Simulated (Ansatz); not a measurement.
Nb:

```
CELL_PARAMETERS angstrom
-1.66395 1.66395 1.66395
1.66395 -1.66395 1.66395
1.66395 1.66395 -1.66395
ATOMIC_POSITIONS crystal
Nb 0.00000 0.00000 0.00000
```

Program: Ansatz 0.2.0. Alike in all runs: task projected density of states; potentials or basis Ansatz PAW; no spin polarisation; cell as given; k mesh 6 × 6 × 6; smearing fermi-dirac 0.05 eV; the mesh is coarse, so values aren't converged. Hardware: 2 threads of Arm Neoverse N1 (shared host).

Task: Order these runs on this cell by their wall time, lowest first.
A. level LDA; cutoff (eV) 420
B. level r2SCAN; cutoff (eV) 500
C. level r2SCAN0; cutoff (eV) 500

Result: A (0.82 s), B (1.7 s), C (12 s).

Caveats: all runs use coarse meshes.

Runs at the PBE level aren't shown here.
